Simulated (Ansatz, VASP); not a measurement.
**One calculation of GaAs, two programs**

INCAR

```
SYSTEM = GaAs
PREC = Accurate
ENCUT = 520
EDIFF = 1E-6
ISMEAR = 0
SIGMA = 0.01
LREAL = .False.
LASPH = .True.
NELM = 80
ALGO = Normal
ISIF = 2
LWAVE = .False.
LCHARG = .False.
GGA = PE
NBANDS = 16
```

Contents of KPOINTS:

```
regular mesh
0
Gamma
  4 4 4
  0 0 0
```

Contents of POSCAR:

```
GaAs
1.0
    3.9977700000      0.0000000000      0.0000000000
    1.9988850000      3.4621703785      0.0000000000
    1.9988850000      1.1540567928      3.2641655363
Ga As
1 1
Direct
    0.0000000000      0.0000000000      0.0000000000
    0.2500000000      0.2500000000      0.2500000000
```

Input for Ansatz:

```yaml
crystal:
  lattice:
    a: 3.99777
    b: 3.99777
    c: 3.99777
    alpha: 60.0
    beta: 60.0
    gamma: 60.0
  atoms:
    - { symbol: Ga, position: [0.0, 0.0, 0.0] }
    - { symbol: As, position: [0.25, 0.25, 0.25] }
basis:
  ecutwfc: 544.22772491976
  ecutrho_ratio: 6
kpoints:
  mp_grid:
    grid: [4, 4, 4]
hamiltonian:
  xc: pbe
scf:
  convergence:
    dr2_threshold: 1.0e-08
  occupations:
    method: fixed
output:
  eigenvalues: true
```

Alike in both runs: task single point; functional PBE; k mesh 4 × 4 × 4; no spin polarisation.

|  | VASP | Ansatz |
| --- | --- | --- |
| version | VASP 6.6.1 | Ansatz 0.2.0 |
| potentials or method | VASP PAW PBE potentials, release 64 (Ga_d, As) | plane waves, PAW |
| plane-wave cutoff (eV) | 520 | 544 |
| occupations | gaussian, width 0.01 eV | fixed |
| valence electrons in the cell | 18 | 28 |

```tsv
	VASP	Ansatz	Ansatz less VASP
gap on the k mesh at the Fermi level (eV)	0.51	0.51	-0.004
```

The two sets of potentials don't hold the same shells in valence.

Caveats: the k mesh is coarse (spacing up to 0.48 Å⁻¹), so the values aren't converged. A k mesh can miss the band edges.
